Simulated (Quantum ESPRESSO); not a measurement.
Crystal: ZrC.

```
Zr C
1.0
     0.00000    2.54552    2.54552
     2.54552    0.00000    2.54552
     2.54552    2.54552    0.00000
Zr C
1 1
Direct
  0.50000 0.50000 0.50000
  0.75000 0.75000 0.75000
```

The cell was built by a generator and needn't be a form met in nature.

```yaml
Program: Quantum ESPRESSO 7.5
Task: Hubbard U by linear response
Functional: LDA
Potentials_or_basis: PseudoDojo 0.4.1 SR LDA standard
Cutoff: 1116 eV
Density_cutoff: 4463 eV
k_mesh: 6 × 6 × 6
Occupations: cold, width 0.2 eV
Spin: no spin polarisation
Hubbard_terms: Zr d U = 8.0 eV
Start_of_the_occupations: default
Hubbard_projectors: ortho-atomic
Form_of_the_LDA_correlation: PW92
Mixing_beta: 0.3
Most_SCF_iterations: 120
SCF_threshold: 4e-10 Ry
q_mesh: 2 × 2 × 2
```

The first run showed a gap, so the response started from a second, tighter run with fixed occupations.

Problem. What Hubbard parameters does linear response give?

Solution. U = 2.18 eV on Zr 4d. The values belong to these projectors, potentials and this ground state, and don't carry over to other codes.

Hubbard U from linear response:
| site | manifold | U (eV) |
| --- | --- | --- |
| 1 | Zr-4d | 2.18 |
On the first site the bare response is -0.506 and the screened one -0.240 eV⁻¹.

Eigenvalues of the final occupation matrices:
```tsv
site	spin	trace	eigenvalues
Zr 1 4d	each	1.16	0.13 0.13 0.30 0.30 0.30
```

Caveat: this smearing can shift energies of a crystal with a gap; the U is typed as a test and isn't derived for this compound.
